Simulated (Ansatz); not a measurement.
# Re under changes of volume

One of the cells (14.811 Å³/atom); the others are scaled copies at fixed shape and fractional positions:

```xyz
4
Lattice="2.7664 0.0000 0.0000 -1.3832 2.3958 0.0000 0.0000 0.0000 8.9388" Properties=species:S:1:pos:R:3 pbc="T T T"
Re    1.3832    0.7986    6.7041
Re    0.0000    0.0000    4.4694
Re    0.0000    1.5972    2.2347
Re    0.0000    0.0000    0.0000
```

```yaml
Program: Ansatz 0.2.0
Functional: PBEsol
Potentials_or_basis: Ansatz PAW
Cutoff: "420 eV (not typed: the program's choice for these potentials)"
k_mesh: 11 × 11 × 3
Occupations: fermi-dirac, width 0.05 eV
Spin: no spin polarisation
```

```csv
volume (Å³/atom),energy over the lowest point (meV/atom),pressure (GPa)
13.922,35.10,18.8
14.218,9.28,9.4
14.515,0.00,0.9
14.811,?,?
15.107,24.58,-13.6
15.403,55.53,-19.7
15.699,97.20,-25.2
```

Problem. What does the run at 14.811 Å³/atom give?

Solution. Energy over the lowest point 5.62 meV/atom; pressure -6.8 GPa.

Worked out: A Birch-Murnaghan fit of order 3 (a polynomial in V^(-2/3)) to the other rows has its minimum at 14.55 Å³/atom with B0 = V·E''(V) = 390 GPa and B' = 4.3 at fixed shape and positions, which overstates the stiffness. It gives 5.63 meV/atom at 14.811 Å³/atom, against the run's 5.62, and -dE/dV = -6.8 GPa, against -6.8.

Energies are extrapolated to zero smearing.

Caveats: the PAW data sets come from PBE, with cores solved anew for the run's functional, which leaves a small shift of forces and pressure.
